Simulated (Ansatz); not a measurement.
Space group R-3m:H (No. 166). a = 4.447 Å, b = 4.447 Å, c = 32.169 Å, α = 90.00°, β = 90.00°, γ = 120.00°
```csv
atom,site,symmetry,x,y,z
Bi,6c,3m,0.6667,0.3333,0.7305
Te,3a,-3m,0.0000,0.0000,0.0000
Te,6c,3m,0.3333,0.6667,0.8827
```

Equation of state of this Bi$_{2}$Te$_{3}$ structure (not necessarily the ground state), with shape and atoms relaxed at each volume where symmetry leaves them free. Method: Ansatz 0.2.0, DFT PBE, scalar-relativistic, plane waves, PAW.

Cutoff 420 eV; k points 12×12×12 on the computed 5-atom cell (Γ-centred); Gaussian smearing, width 0.02 eV; no spin polarisation.

```tsv
V (Å³/atom)	E − E(largest V) (meV/atom)	P (GPa)	gap on mesh (eV)
32.315	39.44	4.19	0.25
33.416	16.53	2.57	0.27
34.518	3.43	1.32	0.31
35.620	-2.43	0.49	0.42
36.721	-3.87	0.00	0.55
37.823	-3.11	-0.18	0.70
38.925	-1.71	-0.24	0.76
40.393	0.00	-0.16	0.83
```

Question: Fit a third-order Birch–Murnaghan equation to E(V).

Answer: V0 = 36.79 Å³/atom, B0 = 11 GPa, B0' = 24.3. B0' is unusual or poorly fixed by this range.

Spin-orbit coupling is left out, which matters for the bands of heavy elements. The cell holds layers, and where no dispersion correction was added their binding is poorly described.